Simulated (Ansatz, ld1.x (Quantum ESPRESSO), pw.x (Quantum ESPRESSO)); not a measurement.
**Equation-of-state test of one RRKJ potential (technetium)**

* Element: Tc
* Generator: ld1.x (Quantum ESPRESSO) 7.5
* Type: norm-conserving RRKJ (Kleinman–Bylander form)
* Functional: PBE
* Relativity: scalar-relativistic
* Frozen core: [Kr]
* Valence charge: 7
* Reference configuration: 4d5 5s1.5 5p0 (charge +0.5)
* Partial waves: 5s (bound): rc 2.70 bohr; 5p (bound, empty): rc 3.55 bohr; 4d (bound): rc 1.55 bohr
* Local potential: all-electron potential smoothed inside 3.15 bohr (lloc = -1)
* Core correction: none
* rho0: 0.02

Crystal test: diamond Tc in pw.x 7.5, no spin, 8³ k-points, Fermi–Dirac smearing 0.01 Ry, cutoffs 85/340 Ry. The lattice is a test structure that the element need not adopt, and mesh and smearing are coarse.

pw.x input:

```
&control
  calculation='scf', prefix='x', pseudo_dir='./', outdir='./tmp', tstress=.true., disk_io='none'
/
&system
  ibrav=0, nat=2, ntyp=1, ecutwfc=85, ecutrho=340, nbnd=15,
  occupations='smearing', smearing='fd', degauss=0.01
/
&electrons
  conv_thr=1e-09, mixing_beta=0.4, electron_maxstep=70
/
ATOMIC_SPECIES
Tc 1.0 Tc.UPF
CELL_PARAMETERS angstrom
  0.00000000 2.77074124 2.77074124
  2.77074124 0.00000000 2.77074124
  2.77074124 2.77074124 0.00000000
ATOMIC_POSITIONS crystal
Tc 0.0000 0.0000 0.0000
Tc 0.2500 0.2500 0.2500
K_POINTS automatic
8 8 8 0 0 0
```

```bash
pw.x < Tc.scf.in > Tc.scf.out
```

Task: How does the run end?

Result: It converges; the pressure is 2.81 GPa against -0.01 GPa from all-electron LAPW. The largest radius (3.55 bohr) exceeds half the bond length (2.27 bohr), so the spheres overlap, which is one possible source of error among others. This is a poor potential for the solid. The logarithmic derivative shows an extra or strongly shifted pseudo pole above the reference energy (s near 1.27 Ry). The log shows:

```
     charge density cutoff     =     340.0000  Ry
     scf convergence threshold =      1.0E-09
     Exchange-correlation= PBE
     number of k points=    29  Fermi-Dirac smearing, width (Ry)=  0.0100
     iteration #  1     ecut=    85.00 Ry     beta= 0.40
     total energy              =     -46.89176365 Ry
     estimated scf accuracy    <       0.13695837 Ry
     iteration #  2     ecut=    85.00 Ry     beta= 0.40
     total energy              =     -46.89833783 Ry
     estimated scf accuracy    <       0.01811309 Ry
     iteration #  3     ecut=    85.00 Ry     beta= 0.40
     total energy              =     -46.89861173 Ry
     estimated scf accuracy    <       0.00250349 Ry
     iteration #  4     ecut=    85.00 Ry     beta= 0.40
     total energy              =     -46.89877264 Ry
     estimated scf accuracy    <       0.00001978 Ry
     iteration #  5     ecut=    85.00 Ry     beta= 0.40
     total energy              =     -46.89878098 Ry
     estimated scf accuracy    <       0.00000534 Ry
     iteration #  6     ecut=    85.00 Ry     beta= 0.40
     total energy              =     -46.89878161 Ry
     estimated scf accuracy    <       0.00000012 Ry
     iteration #  7     ecut=    85.00 Ry     beta= 0.40
     total energy              =     -46.89878166 Ry
     estimated scf accuracy    <       0.00000003 Ry
     iteration #  8     ecut=    85.00 Ry     beta= 0.40
     the Fermi energy is     8.9500 ev
!    total energy              =     -46.89878166 Ry
     estimated scf accuracy    <          1.5E-10 Ry
     smearing contrib. (-TS)   =      -0.00869563 Ry
     The total energy is F=E-TS. E is the sum of the following terms:
     one-electron contribution =       7.47198291 Ry
     hartree contribution      =       6.64847435 Ry
     xc contribution           =     -10.59877425 Ry
     ewald contribution        =     -50.41176904 Ry
     convergence has been achieved in   8 iterations
          total   stress  (Ry/bohr**3)                   (kbar)     P=       28.12
     Message from routine punch:
     Nothing written, as per user request (disk_io='none')
```
